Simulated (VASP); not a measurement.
# TaAs (P6_3/mmc) in VASP: reference runs

Aim: a first look at TaAs with PBE, on the cell as given.

Everything below comes from runs of VASP 6.6.1. Logs are shortened: lines on timing, memory, paths and dates and some standing lists are left out, and cuts for length are marked.

## (1) The structure

Symmetry: P6_3/mmc, No. 194, hexagonal system. The conventional cell has a = 4.377 Å, b = 4.377 Å, c = 5.125 Å, α = 90.00°, β = 90.00°, γ = 120.00°. Around Ta (site symmetry -6m2) lie 5 As at 2.53 to 2.56 Å. As (site symmetry -6m2) is surrounded by 5 Ta at 2.53 to 2.56 Å.

The cell was built by a generator and needn't be a form met in nature.

## (2) Single point, PBE

Contents of INCAR:

```
SYSTEM = TaAs
  ALGO = Normal
  EDIFF = 1E-7
  ENCUT = 520
  GGA = PE
  ISIF = 2
  ISMEAR = -1
  LASPH = .True.
  LCHARG = .True.
  LELF = .True.
  LREAL = .False.
  LVHAR = .True.
  LWAVE = .False.
  NBANDS = 24
  NELM = 100
  PREC = Accurate
  SIGMA = 0.05
```

Contents of KPOINTS:

```
k-points
0
Gamma
  7 7 5
  0 0 0
```

Contents of POSCAR:

```
TaAs
1.0
    4.3770600000      0.0000000000      0.0000000000
   -2.1885300000      3.7906500000      0.0000000000
    0.0000000000      0.0000000000      5.1254300000
Ta As
2 2
Direct
    0.6666700000      0.3333300000      0.7500000000
    0.3333300000      0.6666700000      0.2500000000
    0.3333300000      0.6666700000      0.7500000000
    0.6666700000      0.3333300000      0.2500000000
```

Potentials or basis: VASP PAW PBE potentials, release 64 (Ta_pv, As).

Run with:

```
$ cat potpaw_PBE.64/Ta_pv/POTCAR potpaw_PBE.64/As/POTCAR > POTCAR
$ mpirun -np 1 vasp_std > vasp.out
```

OUTCAR:

```text
SYSTEM = TaAs
   EDIFF = 1E-7
   ENCUT = 520
   GGA = PE
   ISIF = 2
   ISMEAR = -1
   LASPH = .True.
   LREAL = .False.
   NELM = 100
   PREC = Accurate

 ion  position               nearest neighbor table
   1  0.667  0.333  0.750-   3 2.53   3 2.53   3 2.53   4 2.56   4 2.56   2 3.60   2 3.60   2 3.60
                             2 3.60   2 3.60   2 3.60
   2  0.333  0.667  0.250-   4 2.53   4 2.53   4 2.53   3 2.56   3 2.56   1 3.60   1 3.60   1 3.60
                             1 3.60   1 3.60   1 3.60
   3  0.333  0.667  0.750-   1 2.53   1 2.53   1 2.53   2 2.56   2 2.56
   4  0.667  0.333  0.250-   2 2.53   2 2.53   2 2.53   1 2.56   1 2.56

  LATTYP: Found a hexagonal cell.
 ALAT       =     4.3770600000
 C/A-ratio  =     1.1709754950

  Lattice vectors:

 A1 = (   4.3770600000,   0.0000000000,   0.0000000000)
 A2 = (  -2.1885300000,   3.7906500000,   0.0000000000)
 A3 = (   0.0000000000,   0.0000000000,   5.1254300000)

Analysis of symmetry for initial positions (statically):
=====================================================================
 Subroutine PRICEL returns:
 Original cell was already a primitive cell.

 Routine SETGRP: Setting up the symmetry group for a
 hexagonal supercell.

 Subroutine GETGRP returns: Found  8 space group operations
 (whereof  4 operations were pure point group operations)
 out of a pool of 24 trial point group operations.

The static configuration has the point symmetry C_2h.
 The point group associated with its full space group is D_2h.

Analysis of symmetry for dynamics (positions and initial velocities):
=====================================================================
 Subroutine PRICEL returns:
 Original cell was already a primitive cell.

 Routine SETGRP: Setting up the symmetry group for a
 hexagonal supercell.

 Subroutine GETGRP returns: Found  8 space group operations
 (whereof  4 operations were pure point group operations)
 out of a pool of 24 trial point group operations.

The dynamic configuration has the point symmetry C_2h.
 The point group associated with its full space group is D_2h.

 Subroutine INISYM returns: Found  8 space group operations
 (whereof  4 operations are pure point group operations),
 and found     1 'primitive' translations

----------------------------------------------------------------------------------------

                                     Primitive cell

  volume of cell :      85.0406

  direct lattice vectors                    reciprocal lattice vectors
     4.377060000  0.000000000  0.000000000     0.228463855  0.131903499  0.000000000
    -2.188530000  3.790650000  0.000000000     0.000000000  0.263806999  0.000000000
     0.000000000  0.000000000  5.125430000     0.000000000  0.000000000  0.195105581

  length of vectors
     4.377060000  4.377064197  5.125430000     0.263807252  0.263806999  0.195105581

  position of ions in fractional coordinates (direct lattice)
     0.666670000  0.333330000  0.750000000
     0.333330000  0.666670000  0.250000000
     0.333330000  0.666670000  0.750000000
     0.666670000  0.333330000  0.250000000

  ion indices of the primitive-cell ions
   primitive index   ion index
                 1           1
                 2           2
                 3           3
                 4           4

----------------------------------------------------------------------------------------

 KPOINTS: k-points

Automatic generation of k-mesh.
 Grid dimensions read from file:
 generate k-points for:    7    7    5

 Generating k-lattice:

  Cartesian coordinates                     Fractional coordinates (reciprocal lattice)
     0.032637694  0.018843357  0.000000000     0.142857143 -0.000000000  0.000000000
     0.000000000  0.037686714  0.000000000     0.000000000  0.142857143  0.000000000
     0.000000000  0.000000000  0.039021116     0.000000000  0.000000000  0.200000000

  Length of vectors
     0.037686750  0.037686714  0.039021116

  Shift w.r.t. Gamma in fractional coordinates (k-lattice)
     0.000000000  0.000000000  0.000000000

 Subroutine IBZKPT returns following result:
 ===========================================

 Found     48 irreducible k-points:

 Following reciprocal coordinates:
            Coordinates               Weight
  0.000000  0.000000  0.000000      1.000000
  0.142857  0.000000  0.000000      4.000000
 -0.142857  0.142857  0.000000      2.000000
  0.285714  0.000000  0.000000      4.000000
 -0.285714  0.285714  0.000000      2.000000
  0.428571  0.000000  0.000000      4.000000
[... 16 lines left out ...]
 -0.428571  0.428571  0.200000      4.000000
  0.142857  0.142857  0.200000      4.000000
 [... further k-points ...]
   k-points           NKPTS =     48   k-points in BZ     NKDIM =     48   number of bands    NBANDS=     24
   number of dos      NEDOS =    301   number of ions     NIONS =      4
   total plane-waves  NPLWV =  51840
   dimension x,y,z NGX =    36 NGY =   36 NGZ =   40
   dimension x,y,z NGXF=    72 NGYF=   72 NGZF=   80
   ions per type =               2   2
   NGX,Y,Z   is equivalent  to a cutoff of  13.67, 13.67, 12.97 a.u.
   NGXF,Y,Z  is equivalent  to a cutoff of  27.35, 27.35, 25.95 a.u.
 SYSTEM =  TaAs
   PREC   = accura    normal or accurate (medium, high low for compatibility)
   ISTART =      0    job   : 0-new  1-cont  2-samecut
   ICHARG =      2    charge: 1-file 2-atom 10-const
   ISPIN  =      1    spin polarized calculation?
   LNONCOLLINEAR =      F non collinear calculations
   LSORBIT =      F    spin-orbit coupling
   LASPH  =      T    aspherical Exc in radial PAW
   ENCUT  =  520.0 eV  38.22 Ry    6.18 a.u.   8.14  8.14  9.53*2*pi/ulx,y,z
   NELM   =    100;   NELMIN=  2; NELMDL= -5     # of ELM steps
   EDIFF  = 0.1E-06   stopping-criterion for ELM
   LREAL  =      F    real-space projection
   EDIFFG = 0.1E-05   stopping-criterion for IOM
   NSW    =      0    number of steps for IOM
   IBRION =     -1    ionic relax: 0-MD 1-quasi-New 2-CG
   NFREE  =      0    steps in history (QN), initial steepest desc. (CG)
   ISIF   =      2    stress and relaxation
   ISYM   =      2    0-nonsym 1-usesym 2-fastsym
   POTIM  = 0.5000    time-step for ionic-motion
   TEBEG  =    0.0;   TEEND  =   0.0 temperature during run
   PSTRESS=    0.0 pullay stress
   NELECT =      32.0000    total number of electrons
   NUPDOWN=      -1.0000    fix difference up-down
   EMIN   =  10.00;   EMAX   =-10.00  energy-range for DOS
   EFERMI =   0.00;   METHOD = LEGACY
   ISMEAR =    -1;   SIGMA  =   0.05  broadening in eV -4-tet -1-fermi 0-gaus
   EFERMI_NEDOS =   21; number of points for ismear=-14 and -15
   IALGO  =     38    algorithm
   IMIX   =      4    mixing-type and parameters
     AMIX     =   0.40;   BMIX     =  1.00
     AMIX_MAG =   1.60;   BMIX_MAG =  1.00
  volume/ion in A,a.u.               =      21.26       143.47
  Fermi-wavevector in a.u.,A,eV,Ry     =   1.181905  2.233477 19.005978  1.396900
  Thomas-Fermi vector in A             =   2.318170
   LORBIT       =      0    0 simple, 1 ext, 2 COOP (PROOUT), +10 PAW based schemes
   GGA     = PE    functional components
   LHFCALC =     F    Hartree Fock is set to
   AEXX    =    0.0000 exact exchange contribution
   IVDW    =     0    specifies the selected vdW correction
   LEPSILON=     F    determine dielectric tensor
   LRPA    =     F    only Hartree local field effects (RPA)
 non-spin polarized calculation
  energy-cutoff  :      520.00
  volume of cell :       85.04
 maximum number of plane-waves:      2305
 NGX is ok and might be reduce to    36
   NGX = 17   NGY = 17   NGZ = 19

 number of electron      32.0000003 magnetization

 Free energy of the ion-electron system (eV)
  ---------------------------------------------------
  ext. energy  EPLUGINS =         0.00000000
  ---------------------------------------------------
  free energy    TOTEN  =       -32.46718328 eV

  energy without entropy =      -32.44145166  energy(sigma->0) =      -32.45431747

 E-fermi :   5.4742     XC(G=0): -10.6428

 val. band max:        5.4422590165   @ k =   0.4286   0.0000   0.4000
 cond. band min:       5.4990556844   @ k =   0.1429   0.1429   0.4000
 fundamental gap:      0.0567966679
 Fermi energy:         5.4741510501

 k-point     1 :       0.0000    0.0000    0.0000
  band No.  band energies     occupation
      1     -29.9260      2.00000
      2     -29.7987      2.00000
      3     -29.7741      2.00000
      4     -29.7741      2.00000
      5     -29.7229      2.00000
      6     -29.7229      2.00000
[... 16 lines left out ...]
     23       9.4718      0.00000
     24       9.7920      0.00000

 k-point     2 :       0.1429    0.0000    0.0000
  band No.  band energies     occupation
      1     -29.9202      2.00000
      2     -29.8040      2.00000
      3     -29.7767      2.00000
      4     -29.7767      2.00000
      5     -29.7287      2.00000
      6     -29.7225      2.00000
[... 16 lines left out ...]
     23       8.6892      0.00000
     24       9.3693      0.00000

 k-point     3 :      -0.1429    0.1429    0.0000
  band No.  band energies     occupation
      1     -29.9202      2.00000
      2     -29.8040      2.00000
      3     -29.7767      2.00000
      4     -29.7767      2.00000
      5     -29.7287      2.00000
      6     -29.7225      2.00000
[... 16 lines left out ...]
     23       8.6891      0.00000
     24       9.3693      0.00000
[... 514 lines left out ...]
 k-point    23 :      -0.4286    0.4286    0.2000
  band No.  band energies     occupation
      1     -29.8921      2.00000
      2     -29.8532      2.00000
      3     -29.7803      2.00000
      4     -29.7716      2.00000
      5     -29.7435      2.00000
      6     -29.7277      2.00000
[... 16 lines left out ...]
     23       8.7898      0.00000
     24       9.4711      0.00000

 k-point    24 :       0.1429    0.1429    0.2000
  band No.  band energies     occupation
      1     -29.9050      2.00000
      2     -29.8304      2.00000
      3     -29.7762      2.00000
      4     -29.7703      2.00000
      5     -29.7346      2.00000
      6     -29.7279      2.00000
[... 16 lines left out ...]
     23       9.0436      0.00000
     24       9.5451      0.00000

 [... further k-points ...]

------------------------ aborting loop because EDIFF is reached ----------------------------------------

  FORCE on cell =-STRESS in cart. coord.  units (eV):
  Direction    XX          YY          ZZ          XY          YZ          ZX
  --------------------------------------------------------------------------------------
  -------------------------------------------------------------------------------------
  Total        2.3505315      2.3521106      2.3465850      0.0013623     -0.0000000      0.0000000
  in kB       44.2843391     44.3140889     44.2099868      0.0256660     -0.0000000      0.0000000
  external PRESSURE =      44.2694716 kB  Pullay stress =       0.0000000 kB

 VOLUME and BASIS-vectors are now :
 -----------------------------------------------------------------------------
  energy-cutoff  :      520.00
  volume of cell :       85.04
      direct lattice vectors                 reciprocal lattice vectors
     4.377060000  0.000000000  0.000000000     0.228463855  0.131903499  0.000000000
    -2.188530000  3.790650000  0.000000000     0.000000000  0.263806999  0.000000000
     0.000000000  0.000000000  5.125430000     0.000000000  0.000000000  0.195105581

 POSITION                                       TOTAL-FORCE (eV/Angst)
 -----------------------------------------------------------------------------------
      2.18855      1.26354      3.84407        -0.000554      0.000320      0.000000
     -0.00002      2.52711      1.28136         0.000554     -0.000320      0.000000
     -0.00002      2.52711      3.84407         0.000654     -0.000377      0.000000
      2.18855      1.26354      1.28136        -0.000654      0.000377     -0.000000
 -----------------------------------------------------------------------------------
    total drift:                                0.000000      0.000000      0.000000

  FREE ENERGIE OF THE ION-ELECTRON SYSTEM (eV)
  ---------------------------------------------------
  free  energy   TOTEN  =       -32.4671832816 eV

  energy  without entropy=      -32.4414516570  energy(sigma->0) =      -32.45431747
```

Wall time 88 s (1 thread of AMD EPYC 7R13 (Zen 3), shared host); peak memory 0.22 GiB.

What came out:

```yaml
Free_energy: -32.4672 eV
Pressure: 4.4 GPa
Band_gap_on_the_k_mesh: none (metal or under the smearing width)
```

Spin-orbit coupling is left out, which matters for the levels of Ta.
